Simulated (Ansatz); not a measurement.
## Crystal structures of tellurium under PBE

These are results of DFT, PBE, plane waves (420 eV) with PAW, scalar-relativistic in Ansatz, not measurements.

Each structure is relaxed within its own symmetry, so a high-lying one may be dynamically unstable. No dispersion correction is added.

```csv
structure,ΔE (meV/atom),V (Å³/atom),cell,magnetic state
trigonal tellurium,0,35.18,"a = 4.530 Å, c = 5.937 Å (c/a = 1.311)",spin not included
simple cubic,45,32.83,a = 3.202 Å,spin not included
bcc,310,28.52,a = 3.849 Å,spin not included
omega (AlB2-type),344,29.06,"a = 5.545 Å, c = 3.274 Å (c/a = 0.590)",spin not included
fcc,418,28.32,a = 4.839 Å,spin not included
diamond,421,46.40,a = 7.187 Å,spin not included
A15,471,29.21,a = 6.160 Å,spin not included
```

ΔE counts from trigonal tellurium.

Differences under about 8 meV lie within the error of the k-point mesh.
